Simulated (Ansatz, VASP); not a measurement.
# TePb: VASP beside Ansatz

```xyz
2
Lattice="0.0000 3.2310 3.2310 3.2310 0.0000 3.2310 3.2310 3.2310 0.0000" Properties=species:S:1:pos:R:3 pbc="T T T"
Pb    0.0000    0.0000    0.0000
Te    3.2310    3.2310    3.2310
```

Alike in both runs: task relaxation of cell and atoms; functional BLYP; k mesh 7 × 7 × 7; occupations fermi-dirac, width 0.05 eV; no spin polarisation.

|  | VASP | Ansatz |
| --- | --- | --- |
| version | VASP 6.6.1 | Ansatz 0.2.0 |
| potentials or method | VASP PAW PBE potentials, release 64 (Pb_d, Te) | Ansatz PAW |
| plane-wave cutoff (eV) | 600 | 420 |
| valence electrons in the cell | 20 | 30 |

```csv
,VASP,Ansatz,Ansatz less VASP
relaxed volume (Å³/atom),38.29,38.21,-0.079
relaxed cell length with the largest relative difference (Å),4.767,4.763,-0.0033
energy change over the relaxation (meV/atom),-70,-66,+3.9
```

The two sets of potentials don't hold the same shells in valence.

Caveats: the PAW data sets were made with another functional, which shifts forces and pressure a little (VASP); the volume moved by +14 % from the deposited cell, more than functionals usually miss (VASP); the plane-wave basis is chosen anew once the cell has moved, so the energies of steps on either side of that aren't comparable (Ansatz); the volume moved by +13 % from the deposited cell, more than functionals usually miss (Ansatz); the PAW data sets come from PBE, with cores solved anew for the run's functional, which leaves a small shift of forces and pressure (Ansatz). BLYP gives volumes clearly too large for solids. Zero-point motion and thermal expansion aren't in these numbers.
